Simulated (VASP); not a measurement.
Wanted: the native input for a VASP 6.6.1 run.

```
Task                   : relaxation of cell and atoms
Functional             : PBE
Potentials or basis    : VASP PAW PBE potentials, release 64 (In)
Cutoff                 : 520 eV
k mesh                 : 18 × 18 × 18
Occupations            : gaussian, width 0.1 eV
Spin                   : no spin polarisation
Further INCAR settings : ALGO = Normal; EDIFF = 1e-07; IBRION = 2; EDIFFG = -0.002; NSW = 80; ISIF = 3
```

The structure of In lies in POSCAR:

```
In                                      
1.0
   -1.6947599214      1.6947599214      2.3968929592
    1.6947599214     -1.6947599214      2.3968929592
    1.6947599214      1.6947599214     -2.3968929592
  In            
     1
Direct
     0.0000000000000000    0.0000000000000000    0.0000000000000000
```

This isn't the form of In at room conditions, which is tetragonal.

These files were run (other wordings do the same):

INCAR

```
PREC     = Accurate       # precision mode
ENCUT    = 520            # plane-wave cutoff, eV
EDIFF    = 1E-7           # SCF threshold, eV
ISMEAR   = 0              # smearing method
SIGMA    = 0.1            # smearing width, eV
LREAL    = F              # projectors in reciprocal space
LASPH    = T              # aspherical terms in the spheres
NELM     = 60             # most SCF steps
ALGO     = Normal         # electronic algorithm
ISIF     = 3              # what is computed and relaxed
LWAVE    = F              # write WAVECAR
LCHARG   = F              # write CHGCAR
GGA      = PE             # functional
IBRION   = 2              # ionic algorithm
NSW      = 80             # ionic steps
EDIFFG   = -0.002         # ionic threshold
```

KPOINTS

```
regular mesh
0
Gamma
  18 18 18
```

Potentials or basis: VASP PAW PBE potentials, release 64 (In).

Command:

```console
$ cat potpaw_PBE.64/In/POTCAR > POTCAR
$ mpirun -np 1 vasp_std > vasp.out
```

Results of the run:

The pressure after relaxing is 0.0 GPa and the band gap on the k mesh is none (metal or under the smearing width).

Caveat: the relaxation stopped at its first step, so nothing moved.

Wall time 29 s on 1 thread of Intel(R) Xeon(R) Platinum 8488C (Sapphire Rapids), on a shared host, peak memory 0.23 GiB.
